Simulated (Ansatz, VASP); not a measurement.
# LuH2: VASP beside Ansatz

```
Lu H
1.0
     0.00000    2.51650    2.51650
     2.51650    0.00000    2.51650
     2.51650    2.51650    0.00000
Lu H
1 2
Direct
  0.00000 0.00000 0.00000
  0.25000 0.25000 0.25000
  0.75000 0.75000 0.75000
```

Alike in both runs: task single point; functional PBEsol; k mesh 10 × 10 × 10; occupations fermi-dirac, width 0.1 eV; no spin polarisation.

```csv
,VASP,Ansatz
version,VASP 6.6.1,Ansatz 0.2.0
potentials or method,"VASP PAW PBE potentials, release 64 (Lu, H)","plane waves, PAW"
plane-wave cutoff (eV),520,420
valence electrons in the cell,27,27
```

```tsv
	VASP	Ansatz	Ansatz less VASP
gap on the k mesh at the Fermi level (eV)	none	none	-
pressure (GPa)	-3.8	-4.0	-0.19
```

A gap of «none» marks a metal or a gap that the smearing closes.

Caveats: the PAW data sets were made with another functional, which shifts forces and pressure a little (VASP). Spin-orbit coupling is left out, which matters for the levels of Lu.
